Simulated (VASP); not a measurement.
Crystal: SrO.

```
CELL_PARAMETERS angstrom
0.00000 2.58066 2.58066
2.58066 0.00000 2.58066
2.58066 2.58066 0.00000
ATOMIC_POSITIONS crystal
Sr 0.00000 0.00000 0.00000
O 0.50000 0.50000 0.50000
```

| Quantity | Value |
| --- | --- |
| Program | VASP 6.6.1 |
| Task | relaxation of cell and atoms |
| Functional | LDA |
| Potentials or basis | VASP PAW LDA potentials, release 64 (Sr_sv, O) |
| Cutoff | 600 eV |
| k mesh | 8 × 8 × 8 |
| Occupations | gaussian, width 0.02 eV |
| Spin | no spin polarisation |

At the start: pressure -4.7 GPa; volume 17.19 Å³/atom.

Task: How do energy, volume and symmetry change on relaxing?

Result: Over 3 steps the energy falls by 12.9 meV/atom and the volume is 16.34 Å³/atom (-4.9 %); space group Fm-3m (No. 225, to 0.05 Å).

The path:
```csv
step,energy change (eV),largest force (eV/Å),pressure (GPa),volume (Å³)
1,0.0000,0.0000,-4.67,34.37
2,-0.0200,0.0000,2.54,31.94
3,-0.0258,0.0000,0.00,32.69
```

Final structure:
```
Sr O
1.0
     0.00000    2.53773    2.53773
     2.53773    0.00000    2.53773
     2.53773    2.53773    0.00000
Sr O
1 1
Direct
  0.00000 0.00000 0.00000
  0.50000 0.50000 0.50000
```
